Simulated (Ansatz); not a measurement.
## Ansatz 0.2.0, settings compared: Ni

The command:

```bash
ansatz run input.yaml --threads 1 --pin off --max-ram 2560MiB --backend cpu --events-out ev --progress --plain --runs-dir out
```

Input:

```yaml
crystal:
  lattice:
    - [0.0, 1.704724, 1.704724]
    - [1.704724, 0.0, 1.704724]
    - [1.704724, 1.704724, 0.0]
  atoms:
    - { symbol: Ni, position: [0.0, 0.0, 0.0] }
  symmetry: { tolerance: 0.0003 }
kpoints:
  mp_grid: { grid: [9, 9, 9], shift: [0, 0, 0] }
magnetization:
  spin_polarized: false
scf:
  occupations: { method: cold, width: 0.0173 }
hamiltonian:
  pseudopotentials: { kind: paw }
  xc: r2scan
basis:
  ecutwfc: 500
output:
  forces: true
  stress: true
  eigenvalues: true
relax:
  max_steps: 40
  cell: {}
```

Origin of the cell: a known structure type with other elements, at an estimated volume, so it need not be a known compound.

Output of this run (shortened):

```
SCF iter   1: F=—  HF=-5845.105545 eV  Δρ=1.82e-2  dr2=1.63e-2  dr2_τ=3.63e-2
SCF iter   2: F=—  HF=-5845.165121 eV  S|Δr|=    0.00e0  Δρ=6.32e-3  dr2=9.75e-4  dr2_τ=2.61e-4  defer=7
SCF iter   3: F=—  HF=-5845.165451 eV  S|Δr|=    0.00e0  Δρ=9.11e-3  dr2=4.38e-3  dr2_τ=2.44e-5  defer=7
SCF iter   4: F=—  HF=-5845.165129 eV  S|Δr|=    0.00e0  Δρ=5.07e-3  dr2=1.41e-3  dr2_τ=6.21e-6  defer=7
SCF iter   5: F=—  HF=-5845.164948 eV  S|Δr|=    0.00e0  Δρ=2.41e-3  dr2=3.23e-4  dr2_τ=2.50e-6  defer=7
SCF iter   6: F=—  HF=-5845.164907 eV  S|Δr|=    0.00e0  Δρ=1.00e-3  dr2=5.66e-5  dr2_τ=3.17e-7  defer=7
SCF iter   7: F=—  HF=-5845.164891 eV  S|Δr|=    0.00e0  Δρ=1.51e-4  dr2=1.32e-6  dr2_τ=1.30e-8  defer=7
SCF iter   8: F=-5845.164891 eV  HF=-5845.164891 eV  S|Δr|=    0.00e0  Δρ=2.79e-5  dr2=4.56e-8  dr2_τ=3.44e-10
relax step   1: F+E_penalty+E_count = -5845.164891 eV  Δ(F+E_penalty+E_count) = +0.000e0 eV  max|allowed force component| = 0.000e0 eV/Å  Δτ_max = 0.0000 Å  P = +11.642 GPa  Ω = 9.908 Å³  (8 […]
relax step   2: F+E_penalty+E_count = -5845.175808 eV  Δ(F+E_penalty+E_count) = -1.092e-2 eV  max|allowed force component| = 0.000e0 eV/Å  Δτ_max = 0.0000 Å  P = +6.023 GPa  Ω = 10.112 Å³  en […]
relax step   3: F+E_penalty+E_count = -5845.180069 eV  Δ(F+E_penalty+E_count) = -4.261e-3 eV  max|allowed force component| = 0.000e0 eV/Å  Δτ_max = 0.0000 Å  P = +0.457 GPa  Ω = 10.339 Å³  en […]
relax step   4: F+E_penalty+E_count = -5845.180075 eV  Δ(F+E_penalty+E_count) = -5.713e-6 eV  max|allowed force component| = 0.000e0 eV/Å  Δτ_max = 0.0000 Å  P = -0.005 GPa  Ω = 10.360 Å³  en […]
relax step   5: F+E_penalty+E_count = -5845.180681 eV  Δ(F+E_penalty+E_count) = -6.059e-4 eV  max|allowed force component| = 0.000e0 eV/Å  Δτ_max = 0.0000 Å  P = +0.048 GPa  Ω = 10.360 Å³  stress off target by 4.81e-2 GPa […]
SCF 5 converged in 7 iterations: F = -5845.180681 eV  dr2 = 6.34e-13
basis re-selected at this cell: Δ(F+E_penalty+E_count) = -6.059e-4 eV, ΔP = +0.053 GPa vs the last step (what re-selecting the basis moved, of the pressure what is left beyond the Pulay corre […]
SCF converged after 7 iterations
Stability not checked: this state was not tested for a lower state beside it, because cold or Methfessel-Paxton smearing, or corrected tetrahedra, fill the levels in a way that the test cannot read (fill_not_monotonic; […]
Free energy (F): -5845.180681 eV
Harris-Foulkes:  -5845.180681 eV  (|F-HF|=9.09e-13)
Internal energy: -5845.181104 eV  (E = F + TS)
E sigma→0 (E₀):  -5845.180822 eV
Entropy (-TS):   0.000423 eV (0.423 meV/atom)
Fermi energy:    18.824957 eV
--- Per-component energies (eV) ---
  E_band       = -290.919300
  E_kinetic    = 283.053265
  E_local      = -3363.842271  (includes V_loc(G=0)·N_el)
  E_nonlocal   = 640.533091
  E_hartree    = 1409.445869
  E_xc         = -79.063672
  E_vxc        = -117.361476  (∫ρ·V_xc dr)
  E_paw        = -1644.310296  (= ΣΔE_a)
  E_vpaw       = -560.884562  (= ΣTr[D̂ρ^β])
  E_aug_tail   = 0.000246  (compensation charges beyond the density's cutoff)
  E_vtau       = 8.690609  (kinetic-family band-sum trace: ∫τ·v_τ [+ j·A + Jᵃ·Aᵃ] dr)
  E_ewald      = -3090.697267
  E_core_change = -0.300069  (= ΣΔE_core)
  E_smearing   = 0.000423  (= −TS)
  Σ components = -5845.180681   (vs F -5845.180681, Δ=0.00e0)
--- Forces (eV/Å), atoms counted from 1 ---
  atom   1  Ni     0.000000     0.000000     0.000000
  max |Σ_I F_I| component: 0.0 eV/Å
--- Stress (GPa, compression-positive) ---
        0.048107      -0.000000      -0.000000
       -0.000000       0.048107      -0.000000
       -0.000000      -0.000000       0.048107
  P = ⅓ Tr σ = 0.0481 GPa (0.481 kbar)
--- Relaxed structure (4 steps of the walk, 4 accepted, 1 SCFs on fresh bases) ---
  F+E_penalty+E_count = -5845.180681 eV   max|allowed force component| = 0.000e0 eV/Å   (the final SCF, on the basis selected at the relaxed cell)
  cell:  # Å, volume = 10.3598 Å³
    - [0.0, 1.730241, 1.730241]
    - [1.730241, 0.0, 1.730241]
    - [1.730241, 1.730241, 0.0]
  atoms:
    - { symbol: Ni, position: [0.0, 0.0, 0.0] }
```

The same input was run again with these changes:

1. `kpoints.mp_grid.grid` [9, 9, 9] → [11, 11, 11]; `hamiltonian.hubbard` default → { sites: [{ species: Ni, l: d, u_eff: 3.0 }], double_counting: fll }
2. `crystal.symmetry` { tolerance: 0.0003 } → { detect: false }
3. `basis.ecutrho_ratio` default → 6
4. `kpoints.mp_grid.grid` [9, 9, 9] → [14, 14, 14]; `hamiltonian.xc` r2scan → pbesol

```json
{"run": "base", "end": "converged", "SCF iterations": "35", "volume (Å³/atom)": "10.36", "max force component (eV/Å)": "0.000", "moment (μB)": "–", "ΔE(σ→0) (meV/atom)": "0"}
{"run": "1", "end": "converged", "SCF iterations": "37", "volume (Å³/atom)": "10.39", "max force component (eV/Å)": "0.000", "moment (μB)": "–", "ΔE(σ→0) (meV/atom)": "–"}
{"run": "2", "end": "converged", "SCF iterations": "35", "volume (Å³/atom)": "10.36", "max force component (eV/Å)": "0.000", "moment (μB)": "–", "ΔE(σ→0) (meV/atom)": "0.00"}
{"run": "3", "end": "converged", "SCF iterations": "35", "volume (Å³/atom)": "10.36", "max force component (eV/Å)": "0.000", "moment (μB)": "–", "ΔE(σ→0) (meV/atom)": "0.00"}
{"run": "4", "end": "converged", "SCF iterations": "21", "volume (Å³/atom)": "10.32", "max force component (eV/Å)": "0.000", "moment (μB)": "–", "ΔE(σ→0) (meV/atom)": "–"}
```

Energies are compared only where functional, datasets, charge and starting cell are the same.

Caveats of the base run: no spin polarisation, so a magnetic state may lie lower; the k mesh is coarse if the cell is a metal; the relaxation held the start's symmetry, so the end may be a saddle point.

Time of the base run: 5.7 s of wall time on 1 CPU thread(s) of a shared host, from the program's own first density.
